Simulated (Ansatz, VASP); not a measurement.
## LiF in VASP and in Ansatz

```xyz
2
Lattice="2.5595 0.0000 0.0000 0.0000 2.5595 0.0000 0.0000 0.0000 2.5595" Properties=species:S:1:pos:R:3 pbc="T T T"
Li    0.0000    0.0000    0.0000
F     1.2798    1.2798    1.2798
```

Measurements of this composition are mostly on another form, of space group No. 225.

Alike in both runs: task single point; functional r2SCAN; k mesh 7 × 7 × 7; no spin polarisation.

```csv
,VASP,Ansatz
version,VASP 6.6.1,Ansatz 0.2.0
potentials or method,"VASP PAW PBE potentials, release 64 (Li_sv, F)","plane waves, PAW"
plane-wave cutoff (eV),520,500
occupations,"gaussian, width 0.01 eV",fixed
valence electrons in the cell,10,10
```

Ansatz gave:

- gap on the k mesh at the Fermi level (eV): 8.49

Q: Which values does VASP return?

A: gap on the k mesh at the Fermi level (eV): 8.67.

Caveats: an odd mesh through Γ misses points on the zone boundary, where band edges often lie. r2SCAN opens gaps a little over a GGA but as a rule still falls short of measured ones.
